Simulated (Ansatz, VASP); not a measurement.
## Cross-check of GaP between VASP and Ansatz

Aim: how closely do two programs agree when they are given the same cell, functional and k mesh? The cell is taken from a series of runs on this material, whose earlier steps may have relaxed, scaled, displaced or heated it; both programs get it as it stands.

Program: Ansatz 0.2.0. Level of theory: plane waves, with VASP 6.6.1 beside it; zone-centre phonons at LDA. Results are calculated unless marked as measured.

### Step 1. Set-up

The structure is orthorhombic, space group Imm2 (No. 44). Conventional cell: a = 3.660 Å, b = 3.817 Å, c = 5.483 Å, α = 90.00°, β = 90.00°, γ = 90.00°. Nearest to P lie 4 Ga at 2.31 to 2.33 Å. Ga has 4 P at 2.31 to 2.33 Å nearest. Farther neighbours are not listed.

### Step 2. Ansatz: zone-centre phonons, LDA, pair 1

Ansatz runs on its PAW soft_1 files.

Second derivatives magnify differences that forces hide, and they need a tight electronic threshold.

The input, input.yaml:

```yaml
crystal:
  lattice:
    - [-0.055655391, 2.6435328551, 2.7416445833]
    - [2.6435328551, -0.055655391, 2.7416445833]
    - [2.5878774641, 2.5878774641, 0.0]
  atoms:
    - { symbol: P, position: [0.7469094423, 0.7469094423, 0.7530905577] }
    - { symbol: Ga, position: [0.0030905577, 0.0030905577, -0.0030905577] }
kpoints:
  mp_grid: { grid: [12, 12, 12] }
hamiltonian:
  xc: lda
  pseudopotentials: { kind: paw, azcp: { folder: soft_1 }, xc_functional: pbe }
scf:
  occupations: { method: fixed }
output:
  eigenvalues: true
phonons:
  method: dfpt
```

Command:

```
> ansatz run input.yaml --threads 4 --pin off --max-ram 10240MiB --backend cpu --events-out ev --progress --plain --runs-dir out
```

Numbers of over 12 decimals in the logs are rounded to 6 here.

The log of the run:

```text
zone centre: on kpoints.mp_grid the ground state, and the responses unless they are solved on pairs of k-points, stand on 476 of the mesh's 1728 k-points, reduced under 2 symmetry operations, with k and −k counted as one. Each operation leaves every solved displacement unchanged or reverses it
Engine: ansatz 0.2.0, aarch64-unknown-linux-gnu
Pseudopotentials: kind: paw
Pseudopotential: P, paw, valence charge 5, recommended cutoff 420 eV (normal), soft_1/P.paw.azcp
Pseudopotential: Ga, paw, valence charge 13, recommended cutoff 420 eV (normal), soft_1/Ga.paw.azcp
Functional definition: SPW92
  exchange = slater_x
  correlation = pw_c
Crystal: 2 atoms, lattice volume = 38.302 Å³
Basis set: ecut = 420 eV, 741 PW (Γ), exchange–correlation on 54×54×54 points (8 copies of the dense FFT grid, shifted against one another)
Bands: 13, of which v1, the nominal top of the filled ones, is band 9 counted from 1 (8 counted from 0)
Symmetry: 4 space group operations
k-points: 476 of 1728 (irreducible under 2 space group operations, time reversal used)
Non-local potential: P, projectors of the file, l = 0: 2, l = 1: 2, l = 2: 1
Non-local potential: Ga, projectors of the file, l = 0: 2, l = 1: 2, l = 2: 3, l = 3: 1
PAW form: soft (Blöchl's): semilocal exchange-correlation on the pseudo side does not see the compensation charge
PAW frozen core: P, regenerated for the run's functional, and the local potential with it (the file was generated under x = pbe(κ = 0.804, μ = 0.219515), c = pbe(β = 0.066725))
PAW frozen core: Ga, regenerated for the run's functional, and the local potential with it (the file was generated under x = pbe(κ = 0.804, μ = 0.219515), c = pbe(β = 0.066725))
PAW one-centre angular grid: P, 110 points (default); XC on 64 Gauss nodes
PAW one-centre angular grid: Ga, 590 points (default); XC on 64 Gauss nodes
Initial density: superposition of atomic densities (chi_scale 0.1, normalization cell, long waves kept (reshape's long-wave potential 0.00 eV rms))
Initial wavefunctions: pseudopotential atomic-orbital guess
Functional: x = slater, c = lda
SCF iter   1: F=—  HF=-4433.947677 eV  |F-HF|=—  |Δ(HF+E_count)|=         —  Δρ=4.59e-2  dr2=6.90e-1  ethr=3.10e-3  ⟨swp⟩=5.0  Hψ=33367  notcnv=0  defer=935
preconditioner: auto → none  [insulator: Δε(μ)=1.459 eV  Ē_g=15.601 eV  n_scr=14 (ndim 8)  ℏωp=25.5 eV  f_vac=0.000  ε∞_Penn≈3.7]
SCF iter   2: F=—  HF=-4433.760065 eV  |F-HF|=—  |Δ(HF+E_count)|=   1.88e-1  Δρ=2.05e-2  dr2=9.10e-2  ethr=3.10e-3  ⟨swp⟩=2.1  Hψ=11475  notcnv=0  defer=880
SCF iter   3: F=—  HF=-4433.746111 eV  |F-HF|=—  |Δ(HF+E_count)|=   1.40e-2  Δρ=5.20e-3  dr2=9.69e-3  ethr=5.05e-4  ⟨swp⟩=3.0  Hψ=11395  notcnv=0  defer=947
SCF iter   4: F=—  HF=-4433.742557 eV  |F-HF|=—  |Δ(HF+E_count)|=   3.55e-3  Δρ=2.43e-3  dr2=8.27e-4  ethr=5.38e-5  ⟨swp⟩=3.0  Hψ=12130  notcnv=0  defer=952
SCF iter   5: F=—  HF=-4433.742203 eV  |F-HF|=—  |Δ(HF+E_count)|=   3.54e-4  Δρ=5.41e-4  dr2=4.16e-5  ethr=4.59e-6  ⟨swp⟩=2.0  Hψ=11424  notcnv=0  defer=952
SCF iter   6: F=—  HF=-4433.742204 eV  |F-HF|=—  |Δ(HF+E_count)|=   8.34e-7  Δρ=4.00e-5  dr2=4.55e-7  ethr=2.31e-7  ⟨swp⟩=2.2  Hψ=7421  notcnv=0  defer=709
SCF iter   7: F=—  HF=-4433.742204 eV  |F-HF|=—  |Δ(HF+E_count)|=   1.29e-7  Δρ=6.94e-6  dr2=1.96e-8  ethr=2.53e-9  ⟨swp⟩=2.8  Hψ=12107  notcnv=0  defer=423
SCF iter   8: F=—  HF=-4433.742204 eV  |F-HF|=—  |Δ(HF+E_count)|=   8.08e-9  Δρ=1.56e-6  dr2=4.83e-10  ethr=1.09e-10  ⟨swp⟩=2.8  Hψ=9949  notcnv=0  defer=423
SCF iter   9: F=-4433.742204 eV  HF=-4433.742204 eV  |F-HF|=5.46e-12  |Δ(HF+E_count)|=  1.05e-10  Δρ=1.94e-7  dr2=5.97e-12  ethr=1.00e-12  ⟨swp⟩=9.0  Hψ=44353  notcnv=0
SCF 1 converged in 9 iterations: F = -4433.742204 eV  dr2 = 5.97e-12
  greatest PAW one-centre occupation: 0.994 electrons in one spin orbital (limit 2), on the Ga atom at site 1 (counted from 0), in its partial waves of l = 2
DFPT response loops at Γ: preconditioner auto → none (the input reference at scf.mixing.eps_inf says where Resta's filter doesn't serve); β = 0.50; Broyden in place of MSR1
SCF converged after 9 iterations
Free energy (F): -4433.742204 eV
Harris-Foulkes:  -4433.742204 eV  (|F-HF|=5.46e-12)
Internal energy: -4433.742204 eV  (E = F + TS)
E sigma→0 (E₀):  -4433.742204 eV
Fermi energy:    7.828604 eV
--- Per-component energies (eV) ---
  E_band       = -54.279683
  E_kinetic    = 182.847937
  E_local      = -1643.141336  (includes V_loc(G=0)·N_el)
  E_nonlocal   = -57.156373
  E_hartree    = 1000.555882
  E_xc         = -136.312167
  E_vxc        = -119.049413  (∫ρ·V_xc dr)
  E_paw        = -2445.109886  (= ΣΔE_a)
  E_vpaw       = -418.892148  (= ΣTr[D̂ρ^β])
  E_aug_tail   = -0.000206  (compensation charges beyond the density's cutoff)
  E_ewald      = -1337.271887
  E_core_change = 1.845833  (= ΣΔE_core)
  E_smearing   = -0.000000  (= −TS)
  E_closure    = 0.000000  (closes the sum)
  Σ components = -4433.742204   (vs F -4433.742204, Δ=0.00e0)
--- Band table (eV; the first three rows and the last of 476) ---
  k-point 0: bands = [... 5 lower, -5.3984, 7.3759, 7.4284, 7.8286, 9.5119, 11.0422, 11.4747, 11.5774]
  k-point 1: bands = [... 5 lower, -5.2974, 6.7240, 7.3113, 7.4343, 9.8737, 11.2419, 11.5817, 11.8994]
  k-point 2: bands = [... 5 lower, -5.0012, 5.2104, 7.0420, 7.0678, 9.8550, 11.7005, 11.8849, 12.9011]
  k-point 475: bands = [... 5 lower, -2.2635, 0.2621, 4.5469, 5.1181, 8.8643, 9.6721, 18.3425, 18.4932]
--- Phonons (Γ-DFPT): 4 representative perturbations + reference, on 476 of 1728 k-points (Σ response iterations 12) ---
  k mesh reduced under 2 symmetry operations, with k and −k counted as one. Each operation leaves every solved displacement unchanged or reverses it
  ASR residual: 1.581e-4 → 0.000e0 eV/Å²; symmetrization residual: 2.062e-6 eV/Å²
  ASR residual per site (eV/Å²): 6.27e-5 1.58e-4
  Γ frequencies (cm⁻¹): 0.00 0.00 0.00 368.15 376.51 376.84
  non-analytic LO–TO correction: not included (Born effective charges unavailable; polar crystals: no LO–TO splitting at Γ)
```

In the SCF lines HF is the Harris–Foulkes energy and dr2 the Hartree energy of the density residual, in eV; the loop may stop once dr2 is under the threshold and the program's other checks hold. Hψ counts applications of the Hamiltonian.

### Step 3. VASP: zone-centre phonons, LDA, pair 1

The same cell, functional (in two slightly different forms) and mesh now go to VASP, with its own data sets.

Lines of VASP's logs that name or quote its potential files are left out, and so is its time.

The input, INCAR:

```
SYSTEM = GaP
PREC = Accurate
ENCUT = 500
EDIFF = 1E-08
NELM = 120
ISMEAR = 0
SIGMA = 0.01
LREAL = .FALSE.
ALGO = Normal
GGA = CA
NBANDS = 15
LORBIT = 11
LWAVE = .FALSE.
LCHARG = .FALSE.
ISIF = 2
IBRION = 8
LASPH = .TRUE.
GGA_COMPAT = .FALSE.
EFERMI = MIDGAP
KPAR = 2
```

The input, POSCAR:

```
GaP
1.0
   -0.0556553910      2.6435328551      2.7416445833
    2.6435328551     -0.0556553910      2.7416445833
    2.5878774641      2.5878774641      0.0000000000
P Ga
1 1
Direct
    0.7469094423      0.7469094423      0.7530905577
    0.0030905577      0.0030905577      0.9969094423
```

The input, KPOINTS:

```
Automatic mesh
0
Gamma
12 12 12
0 0 0
```

Potentials, in the order of the species: P and Ga_d (LDA family, release 64).

Command:

```
> mpirun -np 2 vasp_std
```

The log of the run:

```text
[banner, memory and clock lines left out]
running    2 mpi-ranks, on    1 nodes
 distrk:  each k-point on    1 cores,    2 groups
 distr:  one band on    1 cores,    1 groups

 POSCAR found type information on POSCAR P Ga
 POSCAR found :  2 types and       2 ions
 LDA part: xc-table for (Slater(with rela. corr.)+CA(PZ))
 , standard interpolation
 POSCAR, INCAR and KPOINTS ok, starting setup
 FFT: planning ... GRIDC
 FFT: planning ... GRID_SOFT
 FFT: planning ... GRID
 WAVECAR not read
 entering main loop
       N       E                     dE             d eps       ncg     rms          rms(c)
DAV:   1     0.782173117018E+02    0.78217E+02   -0.90521E+03  8718   0.173E+03
DAV:   2    -0.472813363097E+01   -0.82945E+02   -0.79141E+02  9499   0.313E+02
DAV:   3    -0.106701915720E+02   -0.59421E+01   -0.59199E+01 10521   0.676E+01
DAV:   4    -0.107671267658E+02   -0.96935E-01   -0.96906E-01 10292   0.934E+00
DAV:   5    -0.107691970578E+02   -0.20703E-02   -0.20701E-02 10996   0.120E+00    0.461E+00
DAV:   6    -0.104801960141E+02    0.28900E+00   -0.39602E-01 13108   0.117E+01    0.298E+00
DAV:   7    -0.104267468838E+02    0.53449E-01   -0.10100E-01 11175   0.237E+00    0.110E+00
DAV:   8    -0.104222149060E+02    0.45320E-02   -0.12975E-02 10642   0.132E+00    0.231E-01
DAV:   9    -0.104221637110E+02    0.51195E-04   -0.10901E-03 12679   0.425E-01    0.643E-02
DAV:  10    -0.104221573785E+02    0.63325E-05   -0.57548E-05 12711   0.956E-02    0.245E-02
DAV:  11    -0.104221632505E+02   -0.58721E-05   -0.10018E-05 11524   0.443E-02    0.851E-03
DAV:  12    -0.104221629902E+02    0.26031E-06   -0.77546E-07 10610   0.956E-03    0.441E-03
DAV:  13    -0.104221630026E+02   -0.12389E-07   -0.12793E-07 11074   0.299E-03    0.293E-04
DAV:  14    -0.104221630025E+02    0.15234E-09   -0.11457E-08  6819   0.147E-03
   1 F= -.10422163E+02 E0= -.10422163E+02  d E =0.000000E+00
 Linear response reoptimize wavefunctions to high precision
DAV:   1    -0.104221630023E+02    0.13006E-09   -0.26751E-09  8450   0.879E-04
DAV:   2    -0.104221630024E+02   -0.59117E-10   -0.45407E-10  5453   0.177E-04
 Linear response DOF=           4
 Linear response progress:
  Degree of freedom:   1/  4
       N       E                     dE             d eps       ncg     rms          rms(c)
RMM:   1    -0.506766077824E-01   -0.50677E-01    0.48055E-03 62226   0.184E+00
RMM:   2    -0.472309401716E-01    0.34457E-02   -0.60826E-03 47421   0.563E-01    0.123E-01
RMM:   3    -0.472936486330E-01   -0.62708E-04   -0.53936E-04 52735   0.182E-01    0.597E-02
RMM:   4    -0.475637684632E-01   -0.27012E-03   -0.75409E-05 51631   0.669E-02    0.116E-02
RMM:   5    -0.475787403201E-01   -0.14972E-04   -0.80275E-06 55273   0.227E-02    0.701E-03
RMM:   6    -0.475625253550E-01    0.16215E-04   -0.14661E-06 51735   0.810E-03    0.391E-03
RMM:   7    -0.475632604433E-01   -0.73509E-06   -0.23007E-07 54508   0.315E-03    0.812E-04
RMM:   8    -0.475611842597E-01    0.20762E-05   -0.23736E-08 53038   0.110E-03    0.126E-04
RMM:   9    -0.475609273050E-01    0.25695E-06   -0.79429E-09 54896   0.352E-04    0.179E-05
RMM:  10    -0.475609428760E-01   -0.15571E-07    0.36089E-10 52877   0.117E-04    0.461E-06
RMM:  11    -0.475609449351E-01   -0.20591E-08   -0.41649E-10 54724   0.440E-05    0.514E-06
 first order change of Fermi-energy   0.11287E-03
 force on displaced ion       1 direction 1 : -10.932  -0.253  -0.000
 Linear response progress:
  Degree of freedom:   2/  4
       N       E                     dE             d eps       ncg     rms          rms(c)
RMM:   1    -0.506742724633E-01   -0.50674E-01    0.10431E-02 19190   0.190E+00
RMM:   2    -0.475996332158E-01    0.30746E-02   -0.62231E-03 15352   0.556E-01    0.128E-01
RMM:   3    -0.476862010170E-01   -0.86568E-04   -0.52510E-04 16854   0.179E-01    0.622E-02
RMM:   4    -0.479774769467E-01   -0.29128E-03   -0.81598E-05 16458   0.684E-02    0.120E-02
RMM:   5    -0.479915242039E-01   -0.14047E-04   -0.98052E-06 17574   0.237E-02    0.698E-03
RMM:   6    -0.479749770228E-01    0.16547E-04   -0.14244E-06 16550   0.844E-03    0.422E-03
RMM:   7    -0.479749795472E-01   -0.25244E-08   -0.24621E-07 16774   0.346E-03    0.649E-04
RMM:   8    -0.479733978643E-01    0.15817E-05   -0.95746E-09 16470   0.145E-03    0.288E-04
RMM:   9    -0.479729578575E-01    0.44001E-06   -0.30792E-09 17807   0.538E-04    0.404E-05
RMM:  10    -0.479729312544E-01    0.26603E-07   -0.21931E-09 17057   0.176E-04    0.235E-05
RMM:  11    -0.479729021624E-01    0.29092E-07    0.16497E-09 16885   0.754E-05    0.522E-06
RMM:  12    -0.479728972319E-01    0.49305E-08   -0.35067E-10 17280   0.297E-05    0.109E-06
 first order change of Fermi-energy  -0.14869E+01
 force on displaced ion       1 direction 3 :  -0.000  -0.000 -11.165
 Linear response progress:
  Degree of freedom:   3/  4
       N       E                     dE             d eps       ncg     rms          rms(c)
RMM:   1    -0.166943187856E+00   -0.16694E+00    0.13854E-01 32785   0.884E+00
RMM:   2    -0.164943372334E+00    0.19998E-02   -0.27479E-02 50916   0.146E+00    0.575E-02
RMM:   3    -0.165314042242E+00   -0.37067E-03   -0.39560E-03 53262   0.433E-01    0.424E-02
RMM:   4    -0.165194989098E+00    0.11905E-03   -0.12668E-03 56132   0.163E-01    0.138E-02
RMM:   5    -0.165176362240E+00    0.18627E-04   -0.34694E-05 55672   0.401E-02    0.504E-03
RMM:   6    -0.165182453720E+00   -0.60915E-05   -0.38024E-06 55046   0.142E-02    0.893E-04
RMM:   7    -0.165183250168E+00   -0.79645E-06   -0.82230E-07 55240   0.564E-03    0.140E-04
RMM:   8    -0.165182118897E+00    0.11313E-05   -0.27886E-07 56023   0.238E-03    0.382E-05
RMM:   9    -0.165181885340E+00    0.23356E-06   -0.36696E-08 56238   0.101E-03    0.201E-05
RMM:  10    -0.165181837824E+00    0.47516E-07   -0.41265E-08 56484   0.444E-04    0.884E-06
RMM:  11    -0.165181840330E+00   -0.25068E-08    0.84126E-09 56423   0.204E-04    0.509E-06
 first order change of Fermi-energy  -0.14663E-04
 force on displaced ion       2 direction 1 : -10.916  -0.240  -0.000
 Linear response progress:
  Degree of freedom:   4/  4
       N       E                     dE             d eps       ncg     rms          rms(c)
RMM:   1    -0.167574585384E+00   -0.16757E+00    0.10324E-01 10576   0.859E+00
RMM:   2    -0.165203472493E+00    0.23711E-02   -0.25522E-02 16124   0.142E+00    0.596E-02
RMM:   3    -0.165660464588E+00   -0.45699E-03   -0.37579E-03 17034   0.423E-01    0.458E-02
RMM:   4    -0.165535761111E+00    0.12470E-03   -0.80428E-04 17663   0.145E-01    0.135E-02
RMM:   5    -0.165523896647E+00    0.11864E-04   -0.30767E-05 17866   0.382E-02    0.474E-03
RMM:   6    -0.165526822794E+00   -0.29261E-05   -0.31877E-06 17498   0.135E-02    0.103E-03
RMM:   7    -0.165527453192E+00   -0.63040E-06   -0.95888E-07 17659   0.546E-03    0.154E-04
RMM:   8    -0.165526486141E+00    0.96705E-06   -0.24808E-07 17698   0.229E-03    0.691E-05
RMM:   9    -0.165526014321E+00    0.47182E-06   -0.98375E-08 17733   0.955E-04    0.339E-05
RMM:  10    -0.165525917074E+00    0.97247E-07   -0.42145E-08 17923   0.428E-04    0.185E-05
RMM:  11    -0.165525832245E+00    0.84829E-07   -0.61027E-09 17633   0.196E-04    0.351E-06
RMM:  12    -0.165525845536E+00   -0.13291E-07   -0.40982E-09 17945   0.939E-05    0.210E-06
RMM:  13    -0.165525836327E+00    0.92090E-08    0.26713E-09 17829   0.448E-05    0.103E-06
 first order change of Fermi-energy   0.14875E+01
 force on displaced ion       2 direction 3 :  -0.000  -0.000 -11.154
 Linear response finished
```

From OUTCAR (step 3):

```text
ion  position               nearest neighbor table
   1  0.747  0.747  0.753-   2 2.31   2 2.31   2 2.33   2 2.33
   2  0.003  0.003  0.997-   1 2.31   1 2.31   1 2.33   1 2.33

  LATTYP: Found a body centered orthorhombic cell.
 ALAT       =     3.6598114075
 B/A-ratio  =     1.0430123851
 C/A-ratio  =     1.4982436405

 Subroutine GETGRP returns: Found  4 space group operations
 (whereof  4 operations were pure point group operations)

The static configuration has the point symmetry C_2v.

 Found    280 irreducible k-points:

   k-points           NKPTS =    280   k-points in BZ     NKDIM =    280   number of bands    NBANDS=     15

   dimension x,y,z NGX =    28 NGY =   28 NGZ =   28
   dimension x,y,z NGXF=    56 NGYF=   56 NGZF=   56

   ENCUT  =  500.0 eV  36.75 Ry    6.06 a.u.   6.94  6.94  6.67*2*pi/ulx,y,z

   NELECT =      18.0000    total number of electrons

 k-points in reciprocal lattice and weights: Automatic mesh
   0.00000000  0.00000000  0.00000000       0.001
   0.08333333  0.00000000  0.00000000       0.002
   0.16666667 -0.00000000  0.00000000       0.002
   0.25000000  0.00000000  0.00000000       0.002
   0.33333333  0.00000000  0.00000000       0.002
   0.41666667  0.00000000  0.00000000       0.002
   0.50000000  0.00000000  0.00000000       0.001
   0.08333333  0.08333333  0.00000000       0.001
   0.16666667  0.08333333  0.00000000       0.002
[...]
0.25000000  0.25000000  0.50000000       0.001
  -0.25000000  0.25000000  0.50000000       0.001

 average (electrostatic) potential at core
       1 -84.0816       2 -66.0546

  Total        0.7813926      0.7813926      0.0244550      0.7613319      0.0000000      0.0000000
  in kB       32.6860065     32.6860065      1.0229617     31.8468579      0.0000000      0.0000000
  external PRESSURE =      22.1316582 kB  Pullay stress =       0.0000000 kB

  energy-cutoff  :      500.00
  volume of cell :       38.30
      direct lattice vectors                 reciprocal lattice vectors
    -0.055655391  2.643532855  2.741644583    -0.185240878  0.185240878  0.182372290
     2.643532855 -0.055655391  2.741644583     0.185240878 -0.185240878  0.182372290
     2.587877464  2.587877464  0.000000000     0.193208530  0.193208530 -0.182372290

 POSITION                                       TOTAL-FORCE (eV/Angst)
 -----------------------------------------------------------------------------------
      3.88182      3.88182      4.09552        -0.000000     -0.000000     -0.001431
      2.58788      2.58788      0.01695         0.000000      0.000000      0.001431
 -----------------------------------------------------------------------------------
    total drift:                               -0.000001     -0.000001     -0.000274

 Eigenvectors and eigenvalues of the dynamical matrix
 ----------------------------------------------------

   1 f  =   11.285539 THz    70.909134 2PiTHz  376.445066 cm-1    46.673219 meV
             X         Y         Z           dx          dy          dz
      3.881816  3.881816  4.095520     0.588626    0.588626   -0.000000
      2.587877  2.587877  0.016946    -0.391816   -0.391816    0.000000

   2 f  =   11.278271 THz    70.863467 2PiTHz  376.202629 cm-1    46.643160 meV
             X         Y         Z           dx          dy          dz
      3.881816  3.881816  4.095520    -0.000000   -0.000000   -0.832233
      2.587877  2.587877  0.016946     0.000000    0.000000    0.554426

   3 f  =   11.030831 THz    69.308757 2PiTHz  367.948923 cm-1    45.619832 meV
             X         Y         Z           dx          dy          dz
      3.881816  3.881816  4.095520    -0.588412    0.588412    0.000000
      2.587877  2.587877  0.016946     0.392137   -0.392137    0.000000

   4 f/i=    0.000634 THz     0.003986 2PiTHz    0.021160 cm-1     0.002624 meV
             X         Y         Z           dx          dy          dz
      3.881816  3.881816  4.095520    -0.392137    0.392137   -0.000000
      2.587877  2.587877  0.016946    -0.588412    0.588412    0.000000

   5 f/i=    0.002544 THz     0.015982 2PiTHz    0.084848 cm-1     0.010520 meV
             X         Y         Z           dx          dy          dz
      3.881816  3.881816  4.095520    -0.000000   -0.000000   -0.554426
      2.587877  2.587877  0.016946     0.000000    0.000000   -0.832233

   6 f/i=    0.006801 THz     0.042735 2PiTHz    0.226871 cm-1     0.028128 meV
             X         Y         Z           dx          dy          dz
      3.881816  3.881816  4.095520     0.391816    0.391816   -0.000000
      2.587877  2.587877  0.016946     0.588626    0.588626    0.000000

 ELASTIC MODULI CONTR FROM IONIC RELAXATION (kBar)
 Direction    XX          YY          ZZ          XY          YZ          ZX
 --------------------------------------------------------------------------------
 XX          -2.6604     -2.6604     -4.4417    -27.4338     -0.0000     -0.0000
 YY          -2.6604     -2.6604     -4.4417    -27.4338     -0.0000     -0.0000
 ZZ          -4.4417     -4.4417     -7.4156    -45.8022     -0.0000     -0.0000
 XY         -27.4338    -27.4338    -45.8022   -282.8952     -0.0000     -0.0000
 YZ          -0.0000     -0.0000     -0.0000     -0.0000   -290.2484    -51.2561
 ZX          -0.0000     -0.0000     -0.0000     -0.0000    -51.2561   -279.8065
 --------------------------------------------------------------------------------
```

(Part 1 of 2 ends here.)

[Lines on the potential files, build, host, timing and source positions are cut from VASP's logs without a mark.]

[Logs are printed without paths, hosts, clocks, repeated set-up lines and the standing remarks that a program may print on its own settings, such as how far it seeks lower states.]

[Hosts, paths, dates, database ids (printed as entryN), source tags and the programs' standing remarks are cut or masked in the printed files.]
